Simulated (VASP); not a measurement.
Input of a VASP 6.6.1 run:

Contents of INCAR:

```
PREC = Accurate ; ENCUT = 520
EDIFF = 1E-7 ; ISMEAR = 0
SIGMA = 0.03 ; LREAL = F
LASPH = T ; NELM = 80
ALGO = Normal ; ISIF = 2
LWAVE = F ; LCHARG = F
GGA = PS ; NBANDS = 11
ICORELEVEL = 1
```

File KPOINTS:

```
regular mesh
0
Gamma
  10 10 10
```

The input POSCAR:

```
AlAs                                    
1.0
    0.0000000000      2.8408956351      2.8408956351
    2.8408956351      0.0000000000      2.8408956351
    2.8408956351      2.8408956351      0.0000000000
  Al              As            
     1     1
Direct
     0.0000000000000000    0.0000000000000000    0.0000000000000000
     0.2500000000000000    0.2500000000000000    0.2500000000000000
```

KPOINTS_OPT

```
explicit points
109
Reciprocal
 0.0000000000  0.0000000000  0.0000000000 1
 0.0555555556  0.0000000000  0.0555555556 1
 0.1111111111  0.0000000000  0.1111111111 1
 0.1666666667  0.0000000000  0.1666666667 1
 0.2222222222  0.0000000000  0.2222222222 1
 0.2777777778  0.0000000000  0.2777777778 1
 0.3333333333  0.0000000000  0.3333333333 1
 0.3888888889  0.0000000000  0.3888888889 1
 0.4444444444  0.0000000000  0.4444444444 1
 0.5000000000  0.0000000000  0.5000000000 1
 0.5000000000  0.0000000000  0.5000000000 1
 0.5000000000  0.0277777778  0.5277777778 1
 0.5000000000  0.0555555556  0.5555555556 1
 0.5000000000  0.0833333333  0.5833333333 1
 0.5000000000  0.1111111111  0.6111111111 1
 0.5000000000  0.1388888889  0.6388888889 1
 0.5000000000  0.1666666667  0.6666666667 1
 0.5000000000  0.1944444444  0.6944444444 1
 0.5000000000  0.2222222222  0.7222222222 1
 0.5000000000  0.2500000000  0.7500000000 1
 0.5000000000  0.2500000000  0.7500000000 1
 0.4861111111  0.2638888889  0.7500000000 1
 0.4722222222  0.2777777778  0.7500000000 1
 0.4583333333  0.2916666667  0.7500000000 1
 0.4444444444  0.3055555556  0.7500000000 1
 0.4305555556  0.3194444444  0.7500000000 1
 0.4166666667  0.3333333333  0.7500000000 1
 0.4027777778  0.3472222222  0.7500000000 1
 0.3888888889  0.3611111111  0.7500000000 1
 0.3750000000  0.3750000000  0.7500000000 1
 0.3750000000  0.3750000000  0.7500000000 1
 0.3333333333  0.3333333333  0.6666666667 1
 0.2916666667  0.2916666667  0.5833333333 1
 0.2500000000  0.2500000000  0.5000000000 1
 0.2083333333  0.2083333333  0.4166666667 1
 0.1666666667  0.1666666667  0.3333333333 1
 0.1250000000  0.1250000000  0.2500000000 1
 0.0833333333  0.0833333333  0.1666666667 1
 0.0416666667  0.0416666667  0.0833333333 1
 0.0000000000  0.0000000000  0.0000000000 1
 0.0000000000  0.0000000000  0.0000000000 1
 0.0555555556  0.0555555556  0.0555555556 1
 0.1111111111  0.1111111111  0.1111111111 1
 0.1666666667  0.1666666667  0.1666666667 1
 0.2222222222  0.2222222222  0.2222222222 1
 0.2777777778  0.2777777778  0.2777777778 1
 0.3333333333  0.3333333333  0.3333333333 1
 0.3888888889  0.3888888889  0.3888888889 1
 0.4444444444  0.4444444444  0.4444444444 1
 0.5000000000  0.5000000000  0.5000000000 1
 0.5000000000  0.5000000000  0.5000000000 1
 0.5138888889  0.4722222222  0.5138888889 1
 0.5277777778  0.4444444444  0.5277777778 1
 0.5416666667  0.4166666667  0.5416666667 1
 0.5555555556  0.3888888889  0.5555555556 1
 0.5694444444  0.3611111111  0.5694444444 1
 0.5833333333  0.3333333333  0.5833333333 1
 0.5972222222  0.3055555556  0.5972222222 1
 0.6111111111  0.2777777778  0.6111111111 1
 0.6250000000  0.2500000000  0.6250000000 1
 0.6250000000  0.2500000000  0.6250000000 1
 0.6111111111  0.2500000000  0.6388888889 1
 0.5972222222  0.2500000000  0.6527777778 1
 0.5833333333  0.2500000000  0.6666666667 1
 0.5694444444  0.2500000000  0.6805555556 1
 0.5555555556  0.2500000000  0.6944444444 1
 0.5416666667  0.2500000000  0.7083333333 1
 0.5277777778  0.2500000000  0.7222222222 1
 0.5138888889  0.2500000000  0.7361111111 1
 0.5000000000  0.2500000000  0.7500000000 1
 0.5000000000  0.2500000000  0.7500000000 1
 0.5000000000  0.2777777778  0.7222222222 1
 0.5000000000  0.3055555556  0.6944444444 1
 0.5000000000  0.3333333333  0.6666666667 1
 0.5000000000  0.3611111111  0.6388888889 1
 0.5000000000  0.3888888889  0.6111111111 1
 0.5000000000  0.4166666667  0.5833333333 1
 0.5000000000  0.4444444444  0.5555555556 1
 0.5000000000  0.4722222222  0.5277777778 1
 0.5000000000  0.5000000000  0.5000000000 1
 0.5000000000  0.5000000000  0.5000000000 1
 0.4861111111  0.4861111111  0.5277777778 1
 0.4722222222  0.4722222222  0.5555555556 1
 0.4583333333  0.4583333333  0.5833333333 1
 0.4444444444  0.4444444444  0.6111111111 1
 0.4305555556  0.4305555556  0.6388888889 1
 0.4166666667  0.4166666667  0.6666666667 1
 0.4027777778  0.4027777778  0.6944444444 1
 0.3888888889  0.3888888889  0.7222222222 1
 0.3750000000  0.3750000000  0.7500000000 1
 0.6250000000  0.2500000000  0.6250000000 1
 0.6111111111  0.2222222222  0.6111111111 1
 0.5972222222  0.1944444444  0.5972222222 1
 0.5833333333  0.1666666667  0.5833333333 1
 0.5694444444  0.1388888889  0.5694444444 1
 0.5555555556  0.1111111111  0.5555555556 1
 0.5416666667  0.0833333333  0.5416666667 1
 0.5277777778  0.0555555556  0.5277777778 1
 0.5138888889  0.0277777778  0.5138888889 1
 0.5000000000  0.0000000000  0.5000000000 1
 0.0000000000  0.0000000000  0.0000000000 1
 0.3750000000  0.3750000000  0.7500000000 1
 0.5000000000  0.5000000000  0.5000000000 1
 0.6250000000  0.2500000000  0.6250000000 1
 0.5000000000  0.2500000000  0.7500000000 1
 0.5000000000  0.0000000000  0.5000000000 1
 0.4000000000  0.0000000000  0.4000000000 1
 0.4250000000  0.0000000000  0.4250000000 1
 0.4500000000  0.0000000000  0.4500000000 1
```

Potentials or basis: VASP PAW PBE potentials, release 64 (Al, As).

Launch:

```bash
$ cat potpaw_PBE.64/Al/POTCAR potpaw_PBE.64/As/POTCAR > POTCAR
$ mpirun -np 1 vasp_std > vasp.out
```

Question: Predict the band gap on the k mesh.

Answer: 1.34 eV, indirect (least direct gap 1.89 eV).

Question: What does it give for the band gap along the path?

Answer: 1.34 eV, indirect (least direct gap 1.89 eV).

Levels at the corners of the path, in eV from the valence-band top:
```tsv
point	band 2	band 3	band 4	band 5	band 6	band 7
Γ	0.00	0.00	0.00	1.89	4.25	4.25
X	-5.40	-2.16	-2.16	1.34	2.22	10.20
X	-5.40	-2.16	-2.16	1.34	2.22	10.20
W	-5.06	-3.17	-2.82	4.23	5.56	5.61
W	-5.06	-3.17	-2.82	4.23	5.56	5.61
K	-5.15	-3.41	-1.79	2.15	4.88	8.08
K	-5.15	-3.41	-1.79	2.15	4.88	8.08
Γ	0.00	0.00	0.00	1.89	4.25	4.25
Γ	0.00	0.00	0.00	1.89	4.25	4.25
L	-5.55	-0.82	-0.82	2.04	4.62	4.62
L	-5.55	-0.82	-0.82	2.04	4.62	4.62
U	-5.15	-3.41	-1.79	2.15	4.88	8.08
U	-5.15	-3.41	-1.79	2.15	4.88	8.08
W	-5.06	-3.17	-2.82	4.23	5.56	5.61
W	-5.06	-3.17	-2.82	4.23	5.56	5.61
L	-5.55	-0.82	-0.82	2.04	4.62	4.62
L	-5.55	-0.82	-0.82	2.04	4.62	4.62
K	-5.15	-3.41	-1.79	2.15	4.88	8.08
U	-5.15	-3.41	-1.79	2.15	4.88	8.08
X	-5.40	-2.16	-2.16	1.34	2.22	10.20
```
